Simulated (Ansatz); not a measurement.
# GaAs (F-43m): the equilibrium volume

Aim: the volume at which the pressure of GaAs (F-43m) vanishes.

Computed with Ansatz 0.2.0 (DFT PBE, scalar-relativistic, plane waves, PAW, unless a step's input says otherwise).

## 1. Starting point

The structure is cubic, space group F-43m (No. 216). Conventional cell: a = 5.750 Å, b = 5.750 Å, c = 5.750 Å, α = 90.00°, β = 90.00°, γ = 90.00°. Around Ga (site symmetry -43m) lie 4 As at 2.49 Å. As (site symmetry -43m) has 4 Ga at 2.49 Å as nearest neighbours.

As a file:

```cif
data_structure
_symmetry_space_group_name_H-M 'F-43m'
_symmetry_Int_Tables_number 216
_cell_length_a 5.7502
_cell_length_b 5.7502
_cell_length_c 5.7502
_cell_angle_alpha 90.000
_cell_angle_beta 90.000
_cell_angle_gamma 90.000
_cell_volume 190.13
loop_
_atom_site_label
_atom_site_type_symbol
_atom_site_symmetry_multiplicity
_atom_site_Wyckoff_symbol
_atom_site_fract_x
_atom_site_fract_y
_atom_site_fract_z
_atom_site_occupancy
Ga1 Ga 4 a 0.00000 0.00000 0.00000 1
As1 As 4 d 0.25000 0.25000 0.75000 1
```

## 2. At the starting volume (PBE, 6×6×6 mesh)

Input file input.yaml:

```yaml
crystal:
  lattice:
    - [0.0, 2.8750910496, 2.8750910496]
    - [2.8750910496, 0.0, 2.8750910496]
    - [2.8750910496, 2.8750910496, 0.0]
  atoms:
    - { symbol: Ga, position: [0.0, 0.0, 0.0] }
    - { symbol: As, position: [0.25, 0.25, 0.25] }
basis:
  ecutwfc: 420
kpoints:
  mp_grid: { grid: [6, 6, 6] }
hamiltonian:
  xc: pbe
scf:
  occupations: { method: gaussian, width: 0.1 }
output:
  forces: true
  stress: true
  eigenvalues: true
```

Run with:

```console
> ansatz run input.yaml --threads 8 --pin off --max-ram 16384MiB --backend cpu --events-out ev --progress --plain --runs-dir out
```

What it wrote, cut to the lines that bear on the results:

```text
Warning: RAYON_NUM_THREADS=8 ignored (pool sized by the plan → 8); use --threads N
[...]
Pseudopotentials: kind: paw
Pseudopotential: Ga, paw, valence charge 13, recommended cutoff 420 eV (normal), Ga.paw.azcp
Pseudopotential: As, paw, valence charge 15, recommended cutoff 420 eV (normal), As.paw.azcp
Functional definition: PBE
[...]
Crystal: 2 atoms, lattice volume = 47.532 Å³
Basis set: ecut = 420 eV, 941 PW (Γ), exchange–correlation on 60×60×60 points (8 copies of the dense FFT grid, shifted against one another)
Bands: 18, of which v1, the nominal top of the filled ones, is band 14 counted from 1 (13 counted from 0)
Symmetry: 24 space group operations
Space group: F-43m (ITA 216), of the structure as read, at distance tolerance 3.6e-5 Å
k-points: 16 of 216 (time reversal used)
[...]
SCF iter   1: F=—  HF=-8639.836334 eV  |F-HF|=—  |Δ(HF+E_count)|=         —  Δρ=1.54e-3  dr2=1.84e-3  ethr=1.77e-3  ⟨swp⟩=5.6  Hψ=1345  notcnv=0
[...]
SCF iter   6: F=-8639.835468 eV  HF=-8639.835468 eV  |F-HF|=1.18e-9  |Δ(HF+E_count)|=   5.28e-7  Δρ=4.93e-6  dr2=1.91e-8  ethr=3.57e-10  ⟨swp⟩=3.1  Hψ=1232  notcnv=0
[...]
SCF converged after 6 iterations
Free energy (F): -8639.835468 eV
[...]
E sigma→0 (E₀):  -8639.835203 eV
Entropy (-TS):   -0.000530 eV (-0.265 meV/atom)
Fermi energy:    7.614365 eV
[...]
--- Forces (eV/Å), atoms counted from 1 ---
  atom   1  Ga     0.00000000     0.00000000     0.00000000
  atom   2  As    -0.00000000     0.00000000     0.00000000
[...]
--- Stress (GPa, compression-positive) ---
       -0.142413       0.000000      -0.000000
        0.000000      -0.142413       0.000000
       -0.000000       0.000000      -0.142413
  P = ⅓ Tr σ = -0.1424 GPa (-1.424 kbar)
--- Band table (eV; the first three rows and the last of 16) ---
  k-point 0: bands = ["-27.5543", "-27.5543", "-27.5543", "-27.5464", "-27.5464", "-7.1924", "-7.1924", "-7.1924", "-7.1255", "-7.1255", "-4.8563", "7.5190", "7.5190", "7.5190", "7.6586", "11.2368", "11.2368", "11.2368"]
[...]
```

Wall time 0.32 s (8 threads of Arm Neoverse V2, shared host); peak memory 0.35 GiB.

This gives: volume 23.766 Å³/atom, pressure -0.14 GPa, mesh gap 0.14 eV.

## 3. Full relaxation

input.yaml, as its differences from that of step 2:

```diff
@@ -11,3 +11,3 @@
 kpoints:
-  mp_grid: { grid: [6, 6, 6] }
+  mp_grid: { grid: [10, 10, 10] }
 hamiltonian:
@@ -15,3 +15,3 @@
 scf:
-  occupations: { method: gaussian, width: 0.1 }
+  occupations: { method: gaussian, width: 0.05 }
 output:
@@ -20 +20,6 @@
   eigenvalues: true
+relax:
+  adjacent_minimum: "off"
+  f_tol: 0.005
+  max_steps: 80
+  cell: { stress_tol: 0.05 }
```

Run with:

```console
> ansatz run input.yaml --threads 8 --pin off --max-ram 16384MiB --backend cpu --events-out ev --progress --plain --runs-dir out
```

What it wrote, cut to the lines that bear on the results:

```text
Warning: RAYON_NUM_THREADS=8 ignored (pool sized by the plan → 8); use --threads N
[...]
[... 4 set-up lines as earlier in the session ...]
[...]
Crystal: 2 atoms, lattice volume = 47.532 Å³
Basis set: ecut = 420 eV, 941 PW (Γ), exchange–correlation on 60×60×60 points (8 copies of the dense FFT grid, shifted against one another)
Bands: 18, of which v1, the nominal top of the filled ones, is band 14 counted from 1 (13 counted from 0)
[... 2 set-up lines as earlier in the session ...]
k-points: 47 of 1000 (time reversal used)
[...]
       -0.026038       0.000000       0.000000
        0.000000      -0.026038       0.000000
        0.000000       0.000000      -0.026038
  P = ⅓ Tr σ = -0.0260 GPa (-0.260 kbar)
--- Band table (eV; the first three rows and the last of 47) ---
  k-point 0: bands = ["-27.5483", "-27.5483", "-27.5483", "-27.5403", "-27.5403", "-7.1642", "-7.1642", "-7.1642", "-7.0966", "-7.0966", "-4.8514", "7.5382", "7.5382", "7.5382", "7.6964", "11.2636", "11.2636", "11.2636"]
[...]
--- Relaxed structure (2 steps of the walk, 2 accepted, 1 SCFs on fresh bases) ---
  F+E_penalty+E_count = -8639.85960597 eV   max|allowed force component| = 3.643e-17 eV/Å   (the final SCF, on the basis selected at the relaxed cell)
  cell:  # Å, volume = 47.4278 Å³
    - [3.5667604230269127e-34, 2.872990777287197, 2.872990777287197]
    - [2.872990777287197, 3.362945541711089e-33, 2.872990777287197]
    - [2.872990777287197, 2.872990777287197, 2.2929174148030157e-33]
  atoms:
    - { symbol: Ga, position: [-4.444849721749651e-34, 4.38902743325044e-34, 4.54253872662327e-34] }
    - { symbol: As, position: [0.25, 0.25, 0.25] }
```

It took 1.6 s on 8 threads of Arm Neoverse V2, shared host; peak memory 0.44 GiB.

How the relaxation went:

```tsv
step	energy from step 1 (meV/atom)	largest force component (eV/Å)	pressure (GPa)	volume (Å³/atom)
1	0.0	0.000	-0.16	23.766
2	0.0	0.000	-0.03	23.714
3	0.0	0.000	-0.03	23.714
```

Step 1 is the start. Step 3 repeats the geometry before it on a plane-wave basis chosen anew for the final cell, which leaves the energy as it was.

This gives: volume 23.714 Å³/atom, pressure -0.03 GPa, gap on the mesh 0.16 eV.

## 4. Summary of results

| quantity | value |
| --- | --- |
| volume | 23.714 Å³/atom |
| pressure | -0.03 GPa |
| conventional cell | a = 5.746 Å, b = 5.746 Å, c = 5.746 Å, α = 90.00°, β = 90.00°, γ = 90.00° |
| gap on the mesh | 0.16 eV |

**Reading.** The volume stayed near 23.71 Å³/atom, where the pressure is zero within 0.03 GPa.
